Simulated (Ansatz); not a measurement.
# Sn (Fd-3m) in Ansatz: settings compared, part 2 of 2

Ansatz 0.2.0. The steps go on from the part before.

## Step 3: Electric field gradients, RPBE+D4, collinear spin, program default start

File input.yaml:

```yaml
crystal:
  lattice: { a: 6.4666856, b: 6.4666856, c: 6.4666856, alpha: 90.0, beta: 90.0, gamma: 90.0 }
  space_group: 227
  setting: { hermann_mauguin: Fd-3m, origin_choice: 1 }
  reduce_to_primitive: true
  atoms:
    - { symbol: Sn, position: [0.25, 0.25, 0.25] }
kpoints:
  mp_grid: { grid: [7, 7, 7] }
scf:
  occupations: { method: gaussian, width: 0.05 }
hamiltonian:
  xc: rpbe
  dispersion: d4
  pseudopotentials: { kind: all_electron, datasets: crystal }
magnetization:
  spin_polarized: true
  initial_magnetization: 1.0
  spin_locking: { lock_magnetization: hard }
output:
  forces: true
  stress: true
  eigenvalues: true
  efg: {}
```

Potentials or basis: all-electron PAW datasets made for the crystal.

Command:

```
$ ansatz run input.yaml --threads 1 --pin off --max-ram 2560MiB --backend cpu --events-out ev --progress --plain --runs-dir out
```

What it wrote:

```text
Warning: RAYON_NUM_THREADS=1 ignored (pool sized by the plan → 1); use --threads N
crystal.space_group: 227 is read as Fd-3m (origin choice 1): the typed cell holds Sn8 (Sn 8a). Least distances (Å): Sn–Sn 2.800
crystal.space_group generates its sites in this order, which a site index counts, at these fractional coordinates of the primitive cell where crystal.reduce_to_primitive is true, and else of the cell that is read (crystal.supercell repeats the list replica by replica, and crystal.defects acts on that): 0: Sn [0.250000, 0.250000, 0.250000]; 1: Sn [1.000000, 1.000000, 1.000000];
hamiltonian.pseudopotentials.datasets: crystal makes datasets for this crystal and solves the spheres of its atoms anew in each pass: cutoff 240.0 eV, the density's 960.0 eV; for an error of 0.50 meV an atom under PBE, 1.0 meV for the cell; an energy difference from a run of another recipe may be off by several times the error for the cell, under r2SCAN by more, where some 0.1 meV an atom stays at smaller errors; Sn in spheres of 1.376 Å, 14 of its electrons in bands
Sn: output.efg is read without spin–orbit coupling, which moves field gradients at and beside such atoms by some per cent and up to a factor of two; PAW files take it under magnetization.noncollinear and magnetization.spin_orbit
Engine: ansatz 0.2.0, aarch64-unknown-linux-gnu
Pseudopotentials: kind: all_electron
Pseudopotential: Sn, paw, valence charge 14, recommended cutoff 240 eV (normal), crystal/all_electron/pbe/scalar/gaussian/Sn, Koelling and Harmon's equation, gaussian nucleus
Functional definition: RPBE
  parameter kappa = 0.804
  parameter beta = 0.06672455060314922
  exchange = rpbe_x(kappa = kappa, mu = beta*pi^2/3)
  correlation = pbe_c(beta = beta)
a search for the magnetic state begins, with frozen cores and fixed partial waves. It gives no result and prints no iterations
the search for the magnetic state of this step took 9 SCF iterations with frozen cores. It stayed in its first state, in which the spheres begin
Crystal: 2 atoms, lattice volume = 67.606 Å³
Basis set: ecut = 240 eV, 537 PW (Γ), exchange–correlation on 48×48×48 points (8 copies of the dense FFT grid, shifted against one another)
Bands: 19, of which v1, the nominal top of the filled ones, is band 14 counted from 1 (13 counted from 0)
Symmetry: 48 space group operations
Space group: Fd-3m (ITA 227), of the structure as read, at distance tolerance 4.1e-5 Å
Magnetic group: BNS 227.128 (UNI 1630), of the structure as read, at distance tolerance 4.1e-5 Å
k-points: 20 of 343
Non-local potential: Sn, projectors of the file, l = 0: 1, l = 1: 1, l = 2: 2
PAW form: soft (Blöchl's): semilocal exchange-correlation on the pseudo side does not see the compensation charge
PAW one-centre angular grid: Sn, 590 points (default); XC on its mesh's 1863 points in the sphere
Initial density: read from a saved state, or passed on in memory by an earlier SCF of this step, an earlier step, the calling program or the single point that the run made first
Starting moments: Σ|m| = 1 μB on 2 of 2 sites; this step starts from the density that it was given
Initial wavefunctions: pseudopotential atomic-orbital guess
Functional: x = rpbe, c = pbe(β = 0.06672455060314922)
iter 1 solved again at ethr=1.15e-5 eV; its pass at ethr=1.00e-1 eV (dr2=3.23e-3 eV) is discarded
SCF iter   1: F=—  HF=-336196.160764 eV  |F-HF|=—  |Δ(HF+E_count)|=         —  Δρ=2.00e-3 (↑2.00e-3 ↓1.70e-3)  dr2=2.07e-3  dr2_m=2.41e-5  M=1.000 μB ∫|m|=1.030 μB  β_m=0.30  ethr=1.15e-5  ⟨swp⟩=6.8  Hψ=5092  notcnv=0
preconditioner: auto → Kerker (q_TF=auto, 2.356 Å⁻¹)  [metal: Δε(μ)=0.030 eV  Ē_g=20.635 eV  σ=0.050 eV  W_gap=0.31  n_scr=14 (ndim 8)  ℏωp=23.9 eV  f_vac=0.040  D(μ)=3.08/eV (n_scr^D=26)]
spin=Collinear: Kerker preconditioning applied to the charge; magnetization (m = ρ↑ − ρ↓) channel mixes plain (no charge-response kernel on spin).
SCF iter   2: F=—  HF=-336196.161147 eV  |F-HF|=—  |Δ(HF+E_count)|=   3.83e-4  Δρ=1.48e-3 (↑1.48e-3 ↓1.26e-3)  dr2=1.13e-3  dr2_m=1.25e-5  M=1.000 μB ∫|m|=1.030 μB  β_m=0.65  ethr=7.41e-6  ⟨swp⟩=2.5  Hψ=1362  notcnv=0
iter 3 solved again at ethr=6.00e-8 eV; its pass at ethr=4.04e-6 eV (dr2=1.68e-5 eV) is discarded
SCF iter   3: F=—  HF=-336196.165441 eV  |F-HF|=—  |Δ(HF+E_count)|=   4.29e-3  Δρ=1.38e-4 (↑1.38e-4 ↓1.22e-4)  dr2=1.77e-5  dr2_m=1.49e-7  M=1.000 μB ∫|m|=1.030 μB  β_m=0.65  ethr=6.00e-8  ⟨swp⟩=3.0  Hψ=3513  notcnv=0
SCF iter   4: F=—  HF=-336196.165439 eV  |F-HF|=—  |Δ(HF+E_count)|=   1.70e-6  Δρ=5.19e-5 (↑5.19e-5 ↓4.60e-5)  dr2=3.94e-6  dr2_m=2.59e-8  M=1.000 μB ∫|m|=1.030 μB  β_m=0.82  ethr=6.00e-8  ⟨swp⟩=3.0  Hψ=1415  notcnv=0
SCF iter   5: F=—  HF=-336196.165449 eV  |F-HF|=—  |Δ(HF+E_count)|=   9.78e-6  Δρ=1.19e-5 (↑1.19e-5 ↓1.06e-5)  dr2=2.55e-7  dr2_m=8.12e-10  M=1.000 μB ∫|m|=1.030 μB  β_m=0.91  ethr=1.41e-8  ⟨swp⟩=3.0  Hψ=1692  notcnv=0
SCF iter   6: F=-336196.165449 eV  HF=-336196.165449 eV  |F-HF|=7.09e-8  |Δ(HF+E_count)|=   2.11e-7  Δρ=4.05e-6 (↑4.02e-6 ↓4.05e-6)  dr2=3.83e-8  dr2_m=2.19e-11  M=1.000 μB ∫|m|=1.030 μB  ethr=9.10e-10  ⟨swp⟩=3.0  Hψ=1439  notcnv=0
SCF 1 converged in 6 iterations: F = -336196.165446 eV  dr2 = 3.83e-8
  Residual-converged pass: ⟨swp⟩=3.0  Hψ=1683  notcnv=0  max |occ|·‖R‖ = 4.9e-6 eV (tolerance 5.3e-6 eV)  dr2=3.69e-8  dr2_m=2.22e-11  dr2_onsite=5.46e-8  max |Δocc| = 2.8e-10
SCF converged after 6 iterations
Magnetization: 1.0000 μB (14.5000 up, 13.5000 down)
Absolute magnetization: 1.0300 μB (∫|ρ↑−ρ↓|)
Spin contamination: 0.0347 ħ² per cell (⟨S²⟩ above its minimum at these occupations)
Per-site moments (μB) at R_I (Å): [(0.20013479733707604, 1.155064764126697), (0.20013479733707631, 1.155064764126697)]
Free energy (F): -336196.165446 eV
Harris-Foulkes:  -336196.165446 eV  (|F-HF|=7.09e-8)
Internal energy: -336196.161570 eV  (E = F + TS)
E sigma→0 (E₀):  -336196.163508 eV
Entropy (-TS):   -0.003876 eV (-1.938 meV/atom)
Past the cutoff: the bands carry plane waves up to 1.75 times it, of which those up to 1.5 times it add -0.000531 eV an atom, each by itself; the spheres take 0.000792 eV an atom off the energy for waves past 1.75 times it
By the cutoff:   a pressure is off by up to 0.009 GPa (1.2 times the spheres' own share and the shells' term, over an atom's volume, and 0.004 GPa: a bound that held against runs at twice the plane waves)
Past the cutoffs: a stress includes 0.0020 GPa for waves and charges beyond them, in addition to the slope of what the spheres take
In the spheres:  the bands' charges fall short by 5.5e-7 e at most (sound up to 1e-3)
Fermi energy:    10.309137 (↑ 11.511332, ↓ 9.106942) eV
--- Per-component energies (eV) ---
  E_band       = -178.267480
  E_kinetic    = 184.388392
  E_local      = -2566.694869  (includes V_loc(G=0)·N_el)
  E_nonlocal   = 405.396358
  E_hartree    = 1188.876508
  E_xc         = -107.183250
  E_vxc        = -130.330426  (∫ρ·V_xc dr)
  E_paw        = -339364.591493  (= ΣΔE_a)
  E_vpaw       = -6864.625792  (= ΣTr[D̂ρ^β])
  E_ewald      = -2351.022677
  E_disp       = -1.168636  (pairwise vdW)
  E_smearing   = -0.003876  (= −TS)
  E_closure    = 6415.838098  (closes the sum)
  Σ components = -336196.165446   (vs F -336196.165446, Δ=0.00e0)
  The terms above E_closure are by the made datasets' own strengths, without shells solved beside the bands.
--- Forces (eV/Å), atoms counted from 1 ---
  atom   1  Sn    -0.00000000    -0.00000000     0.00000000
  atom   2  Sn     0.00000000     0.00000000     0.00000000
  max |Σ_I F_I| component: 1.39e-17 eV/Å
--- Stress (GPa, compression-positive) ---
        4.427183      -0.000000       0.000000
       -0.000000       4.427183       0.000000
        0.000000       0.000000       4.427183
  P = ⅓ Tr σ = 4.4272 GPa (44.272 kbar)
--- PAW observables at the nuclei: V_zz in 10²¹ V/m², potentials from the cell's mean, atoms counted from 1 ---
  atom   1  Sn V_zz =    +0.000000   η = 0.0000   by run symmetry: forbidden
            electrostatic potential = -8171.278896 V   contact ρ = 1236976.913043 e/Å³   contact ρ_s (e/Å³): all electrons +13.355569, valence +13.161721
  atom   2  Sn V_zz =    +0.000000   η = 0.0000   by run symmetry: forbidden
            electrostatic potential = -8171.278896 V   contact ρ = 1236976.913043 e/Å³   contact ρ_s (e/Å³): all electrons +13.355569, valence +13.161721
--- Band table (eV; the first three rows and the last of 40) ---
  k-point 0 ↑: bands = ["-11.4601", "-11.4601", "-11.4601", "-11.3949", "-11.3949", "-11.0769", "-11.0769", "-11.0769", "-11.0640", "-11.0640", "-0.4963", "9.6922", "10.2370", "10.2370", "10.2370", "12.3461", "12.3461"]
  k-point 1 ↑: bands = ["-11.4734", "-11.4734", "-11.4551", "-11.3757", "-11.3757", "-11.1015", "-11.1015", "-11.0833", "-11.0430", "-11.0430", "-0.2970", "7.7708", "9.8831", "9.8831", "10.8284", "12.8005", "12.8005"]
  k-point 2 ↑: bands = ["-11.4895", "-11.4895", "-11.4434", "-11.3480", "-11.3480", "-11.1248", "-11.1248", "-11.0981", "-11.0261", "-11.0261", "0.2700", "5.6537", "9.3629", "9.3629", "10.5000", "13.3401", "13.3401"]
  k-point 19 ↓: bands = ["-11.4681", "-11.4554", "-11.2845", "-11.2156", "-11.1965", "-11.1643", "-11.1580", "-11.1051", "-10.9329", "-10.9204", "2.6337", "3.5371", "7.2574", "8.0597", "12.8771", "14.5852", "15.2258"]
```

It took 7.6 s on 1 thread of Arm Neoverse V1, shared host; peak memory 0.42 GiB.

What came out:

- Free energy: -336196.1654 eV
- Pressure: 4.4 GPa
- Absolute moment: 1.03 μB per cell
- Site moments: Sn +0.20 μB

Caveat: the total moment is fixed, so each spin has its own Fermi level.
